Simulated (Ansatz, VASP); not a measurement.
# Two plane-wave programs on Ti

```
Ti
1.0
    -1.62687    1.62687    1.62687
     1.62687   -1.62687    1.62687
     1.62687    1.62687   -1.62687
Ti
1
Direct
  0.00000 0.00000 0.00000
```

Alike in both runs: task single point; functional PBE; k mesh 8 × 8 × 8; occupations gaussian, width 0.05 eV; no spin polarisation.

|  | VASP | Ansatz |
| --- | --- | --- |
| version | VASP 6.6.1 | Ansatz 0.2.0 |
| potentials or method | VASP PAW PBE potentials, release 64 (Ti_sv) | scalar-relativistic, plane waves, PAW |
| plane-wave cutoff (eV) | 520 | 600 |
| valence electrons in the cell | 12 | 12 |

|  | VASP | Ansatz | Ansatz less VASP |
| --- | --- | --- | --- |
| gap on the k mesh at the Fermi level (eV) | none | none | - |
| pressure (GPa) | -0.2 | 0.0 | +0.23 |

A gap of «none» marks a metal or a gap that the smearing closes.
